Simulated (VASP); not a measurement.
# SnSe (Fm-3m) in VASP: settings compared, part 8 of 8

VASP 6.6.1. The steps go on from the part before.

**108. G0W0 quasiparticle levels, PBE**

Input file POSCAR:

```
SnSe
1.0
    0.0000000000      3.0100000000      3.0100000000
    3.0100000000      0.0000000000      3.0100000000
    3.0100000000      3.0100000000      0.0000000000
Sn Se
1 1
Direct
    0.0000000000      0.0000000000      0.0000000000
    0.5000000000      0.5000000000      0.5000000000
```

Input file INCAR.step1:

```
SYSTEM = SnSe
ALGO = Normal
EDIFF = 1E-8
ENCUT = 450
GGA = PE
ISMEAR = 0
LASPH = .True.
LCHARG = .False.
LREAL = .False.
LWAVE = .True.
NELM = 60
PREC = Accurate
SIGMA = 0.01
```

Input file INCAR.step2:

```
SYSTEM = SnSe
ALGO = Exact
EDIFF = 1E-8
ENCUT = 450
GGA = PE
ISMEAR = 0
ISTART = 1
LASPH = .True.
LCHARG = .False.
LOPTICS = .True.
LREAL = .False.
LWAVE = .True.
NBANDS = 337
NELM = 1
PREC = Accurate
SIGMA = 0.01
```

Input file INCAR.step3:

```
SYSTEM = SnSe
ALGO = EVGW0
EDIFF = 1E-8
ENCUT = 450
ENCUTGW = 260
GGA = PE
ISMEAR = 0
ISTART = 1
LASPH = .True.
LCHARG = .False.
LREAL = .False.
LWAVE = .False.
NBANDS = 337
NBANDSGW = 18
NELMGW = 1
NOMEGA = 48
PREC = Accurate
PRECFOCK = Fast
SIGMA = 0.01
```

Input file KPOINTS:

```
k-points
0
Gamma
  4 4 4
  0 0 0
```

Potentials or basis: VASP PAW PBE potentials, release 64 (Sn_d_GW, Se_GW).

On the command line:

```sh
> cat potpaw_PBE.64/Sn_d_GW/POTCAR potpaw_PBE.64/Se_GW/POTCAR > POTCAR
> cp INCAR.step1 INCAR
> mpirun -np 1 vasp_std > vasp.out
> cp INCAR.step2 INCAR
> mpirun -np 1 vasp_std > vasp.out
> cp INCAR.step3 INCAR
> mpirun -np 1 vasp_std > vasp.out
```

OUTCAR:

```text
SYSTEM = SnSe
   EDIFF = 1E-8
   ENCUT = 450
   ENCUTGW = 260
   GGA = PE
   ISMEAR = 0
   ISTART = 1
   LASPH = .True.
   LREAL = .False.
   NELMGW = 1
   PREC = Accurate
   PRECFOCK = Fast

 Found      8 irreducible k-points:

 Following reciprocal coordinates:
            Coordinates               Weight
  0.000000  0.000000  0.000000      1.000000
  0.250000  0.000000  0.000000      8.000000
  0.500000  0.000000  0.000000      4.000000
  0.250000  0.250000  0.000000      6.000000
  0.500000  0.250000  0.000000     24.000000
 -0.250000  0.250000  0.000000     12.000000
   k-points           NKPTS =      8   k-points in BZ     NKDIM =     64   number of bands    NBANDS=    337
   number of dos      NEDOS =    301   number of ions     NIONS =      2
   total plane-waves  NPLWV =  27000
   dimension x,y,z NGX =    30 NGY =   30 NGZ =   30
   dimension x,y,z NGXF=    60 NGYF=   60 NGZF=   60
   ions per type =               1   1
   NGX,Y,Z   is equivalent  to a cutoff of  11.72, 11.72, 11.72 a.u.
   NGXF,Y,Z  is equivalent  to a cutoff of  23.43, 23.43, 23.43 a.u.
 SYSTEM =  SnSe
   PREC   = accura    normal or accurate (medium, high low for compatibility)
   ISTART =      1    job   : 0-new  1-cont  2-samecut
   ICHARG =      0    charge: 1-file 2-atom 10-const
   ISPIN  =      1    spin polarized calculation?
   LNONCOLLINEAR =      F non collinear calculations
   LSORBIT =      F    spin-orbit coupling
   LASPH  =      T    aspherical Exc in radial PAW
   ENCUT  =  450.0 eV  33.07 Ry    5.75 a.u.   7.36  7.36  7.36*2*pi/ulx,y,z
   NELM   =     60;   NELMIN=  2; NELMDL=  0     # of ELM steps
   EDIFF  = 0.1E-07   stopping-criterion for ELM
   LREAL  =      F    real-space projection
   EDIFFG = 0.1E-06   stopping-criterion for IOM
   NSW    =      0    number of steps for IOM
   IBRION =     -1    ionic relax: 0-MD 1-quasi-New 2-CG
   NFREE  =      0    steps in history (QN), initial steepest desc. (CG)
   ISIF   =      0    stress and relaxation
   ISYM   =      3    0-nonsym 1-usesym 2-fastsym
   POTIM  = 0.5000    time-step for ionic-motion
   TEBEG  =    0.0;   TEEND  =   0.0 temperature during run
   PSTRESS=    0.0 pullay stress
   NELECT =      20.0000    total number of electrons
   NUPDOWN=      -1.0000    fix difference up-down
   EMIN   =  10.00;   EMAX   =-10.00  energy-range for DOS
   EFERMI =   0.00;   METHOD = LEGACY
   ISMEAR =     0;   SIGMA  =   0.01  broadening in eV -4-tet -1-fermi 0-gaus
   EFERMI_NEDOS =   21; number of points for ismear=-14 and -15
   IALGO  =     38    algorithm
   IMIX   =      4    mixing-type and parameters
     AMIX     =   0.40;   BMIX     =  1.00
     AMIX_MAG =   1.60;   BMIX_MAG =  1.00
  volume/ion in A,a.u.               =      27.27       184.03
  Fermi-wavevector in a.u.,A,eV,Ry     =   1.171768  2.214321 18.681350  1.373040
  Thomas-Fermi vector in A             =   2.308207
   LORBIT       =      0    0 simple, 1 ext, 2 COOP (PROOUT), +10 PAW based schemes
   GGA     = PE    functional components
   LHFCALC =     T    Hartree Fock is set to
   PRECFOCK=fast      Normal, Fast or Accurate (Low or Medium for compatibility)
   ENCUT4O =  -1.0   cutoff for four orbital integrals eV
   NKREDX  =     1    reduce k-point grid by
   NKREDY  =     1    reduce k-point grid by
   NKREDZ  =     1    reduce k-point grid by
   AEXX    =    1.0000 exact exchange contribution
   HFSCREEN=    0.0000 screening length (either q_TF or 0.3 A-1)
   HFSCREENC=   0.0000 screening length for correlation (either q_TF or 0.3 A-1)
   ENCUTFOCK=  -1.0 apply spherical cutoff to Coloumb kernel
   IVDW    =     0    specifies the selected vdW correction
   LEPSILON=     F    determine dielectric tensor
   LRPA    =     F    only Hartree local field effects (RPA)
   LRPAFORCE           =     F    calculate RPA forces
   ENCUTGW             = 260.0    cutoff for response function in eV
   ENCUTGWSOFT         = 208.0    soft cutoff for Coulomb kernel in GW response function in eV
   ENCUTLF             =  -1.0    cutoff for local field effects
   NELMGW              =     1    number of iterations in solving QP/BSE equation
   NELMHF              =     1    number of iterations in the inner HF iteration
   NKREDLFX            =     1    NKREDLFY  =   1   NKREDLFZ  =   1
 non-spin polarized calculation
 Gauss-broadening in eV      SIGMA  =   0.01
  energy-cutoff  :      450.00
  volume of cell :       54.54
 maximum number of plane-waves:      1243
 NGX is ok and might be reduce to    30
  NGX = 16; NGY = 16; NGZ = 16
   NGX = 15   NGY = 15   NGZ = 15
 maximum number of plane-waves:       531

 QP shifts <psi_nk| G(iteration)W_0 |psi_nk>: iteration 1
 for sc-GW calculations column KS-energies equals QP-energies in previous step
 and V_xc(KS)=  KS-energies - (<T + V_ion + V_H > + <T+V_H+V_ion>^1  + <V_x>^1)

 k-point   1 :       0.0000    0.0000    0.0000
  band No.  KS-energies  QP-energies   sigma(KS)   V_xc(KS)     V^pw_x(r,r')   Z            occupation Imag(sigma)

      1     -17.2513     -19.6875     -21.2927     -17.5085     -27.0403       0.6438       2.0000       0.0322
      2     -17.2513     -19.6875     -21.2927     -17.5085     -27.0403       0.6438       2.0000       0.0322
      3     -17.2513     -19.6875     -21.2927     -17.5085     -27.0403       0.6438       2.0000       0.0322
      4     -17.2513     -19.6875     -21.2927     -17.5085     -27.0403       0.6438       2.0000       0.0322
      5     -17.2513     -19.6875     -21.2927     -17.5085     -27.0403       0.6438       2.0000       0.0322
      6      -9.5271      -9.8248     -12.4872     -11.9988     -19.4074       0.6096       2.0000       0.9053
[... 10 lines left out ...]
     17      12.5270      12.3460     -10.0826      -9.8395      -4.7991       0.7442       0.0000      -0.4295
     18      12.5270      12.3460     -10.0826      -9.8395      -4.7991       0.7442       0.0000      -0.4295

 k-point   2 :       0.2500    0.0000    0.0000
  band No.  KS-energies  QP-energies   sigma(KS)   V_xc(KS)     V^pw_x(r,r')   Z            occupation Imag(sigma)

      1     -17.2549     -19.7024     -21.3000     -17.5083     -27.0595       0.6455       2.0000       0.0457
      2     -17.2549     -19.7024     -21.3000     -17.5083     -27.0595       0.6455       2.0000       0.0457
      3     -17.2503     -19.6828     -21.2858     -17.5034     -27.0213       0.6431       2.0000       0.0285
      4     -17.2450     -19.6877     -21.2981     -17.5144     -27.0374       0.6456       2.0000       0.0282
      5     -17.2450     -19.6877     -21.2981     -17.5144     -27.0374       0.6456       2.0000       0.0282
      6      -9.1284      -9.4453     -12.7435     -12.2285     -19.4638       0.6153       2.0000       0.8099
[... 10 lines left out ...]
     17      15.6880      15.5181     -10.4891     -10.2651      -4.1991       0.7583       0.0000      -0.8657
     18      15.6880      15.5181     -10.4891     -10.2651      -4.1991       0.7583       0.0000      -0.8657

 k-point   3 :       0.5000    0.0000    0.0000
  band No.  KS-energies  QP-energies   sigma(KS)   V_xc(KS)     V^pw_x(r,r')   Z            occupation Imag(sigma)

      1     -17.2588     -19.7088     -21.2978     -17.5029     -27.0577       0.6456       2.0000       0.0555
      2     -17.2588     -19.7088     -21.2978     -17.5029     -27.0577       0.6456       2.0000       0.0555
      3     -17.2491     -19.6851     -21.2847     -17.5038     -27.0200       0.6443       2.0000       0.0305
      4     -17.2386     -19.6892     -21.3068     -17.5229     -27.0423       0.6476       2.0000       0.0264
      5     -17.2386     -19.6892     -21.3068     -17.5229     -27.0423       0.6476       2.0000       0.0264
      6      -8.6076      -8.9317     -13.1647     -12.6393     -19.6409       0.6169       2.0000       0.6644
[... 10 lines left out ...]
     17      14.5792      14.4431      -9.4978      -9.3134      -3.7191       0.7380       0.0000      -0.5038
     18      15.5380      15.2782      -9.2894      -8.9368      -3.1330       0.7368       0.0000      -0.6899

 k-point   4 :       0.2500    0.2500    0.0000
  band No.  KS-energies  QP-energies   sigma(KS)   V_xc(KS)     V^pw_x(r,r')   Z            occupation Imag(sigma)

      1     -17.2624     -19.7069     -21.2867     -17.4987     -27.0677       0.6453       2.0000       0.0624
      2     -17.2548     -19.6778     -21.2735     -17.4976     -27.0116       0.6417       2.0000       0.0288
      3     -17.2470     -19.7101     -21.3172     -17.5218     -27.0797       0.6490       2.0000       0.0385
      4     -17.2430     -19.6831     -21.2942     -17.5142     -27.0259       0.6455       2.0000       0.0251
      5     -17.2430     -19.6831     -21.2942     -17.5142     -27.0259       0.6455       2.0000       0.0251
      6      -8.9968      -9.3243     -12.8489     -12.3186     -19.4922       0.6177       2.0000       0.7717
[... 10 lines left out ...]
     17      13.4998      13.3142      -9.4816      -9.2342      -3.7589       0.7503       0.0000      -0.5350
     18      14.1756      14.0145      -9.5093      -9.2954      -3.7445       0.7533       0.0000      -0.5522

 k-point   5 :       0.5000    0.2500    0.0000
  band No.  KS-energies  QP-energies   sigma(KS)   V_xc(KS)     V^pw_x(r,r')   Z            occupation Imag(sigma)

      1     -17.2677     -19.6986     -21.2618     -17.4890     -27.0545       0.6443       2.0000       0.0686
      2     -17.2508     -19.6953     -21.2959     -17.5089     -27.0448       0.6455       2.0000       0.0381
      3     -17.2508     -19.6953     -21.2959     -17.5089     -27.0448       0.6455       2.0000       0.0381
      4     -17.2401     -19.6897     -21.3015     -17.5177     -27.0330       0.6474       2.0000       0.0254
      5     -17.2371     -19.6855     -21.3000     -17.5236     -27.0323       0.6483       2.0000       0.0239
      6      -8.4808      -8.8262     -13.2982     -12.7421     -19.6789       0.6212       2.0000       0.6361
[... 10 lines left out ...]
     17      15.7695      15.6002      -9.4434      -9.2153      -3.3881       0.7420       0.0000      -0.6482
     18      16.1172      15.9281     -10.0387      -9.7855      -3.8071       0.7470       0.0000      -0.7654

 k-point   6 :      -0.2500    0.2500    0.0000
  band No.  KS-energies  QP-energies   sigma(KS)   V_xc(KS)     V^pw_x(r,r')   Z            occupation Imag(sigma)

      1     -17.2601     -19.6980     -21.2811     -17.5000     -27.0543       0.6448       2.0000       0.0541
      2     -17.2548     -19.7181     -21.3137     -17.5110     -27.0778       0.6478       2.0000       0.0575
      3     -17.2468     -19.6847     -21.2922     -17.5080     -27.0262       0.6442       2.0000       0.0285
      4     -17.2423     -19.6846     -21.2955     -17.5158     -27.0304       0.6462       2.0000       0.0256
      5     -17.2423     -19.6846     -21.2955     -17.5158     -27.0304       0.6462       2.0000       0.0256
      6      -8.6505      -8.9848     -13.1290     -12.5875     -19.6056       0.6174       2.0000       0.6782
[... 10 lines left out ...]
     17      14.6810      14.5329      -9.7895      -9.5915      -3.9311       0.7480       0.0000      -0.5903
     18      15.7865      15.6082      -9.8854      -9.6438      -3.7248       0.7382       0.0000      -0.6999

 [... further k-points ...]
```

Wall time 16 min (1 thread of Intel Xeon Platinum 8488C (Sapphire Rapids), shared host); peak memory 1.1 GiB.

The run converged, but some of its settings lie outside the range that counts as converged, so its numbers aren't taken as properties of the crystal.

What came out:

* Band gap on the k mesh, mean-field level: 0.57 eV, direct
* Quasiparticle gap: 0.58 eV
* Least direct quasiparticle gap: 0.58 eV

Caveat: the k mesh is coarse (spacing up to 0.45 Å⁻¹), so the values aren't converged; bands, screening cutoff and mesh are small and nothing is extrapolated, so the quasiparticle values aren't converged; spin-orbit coupling is left out, which moves the levels of the heavy elements.
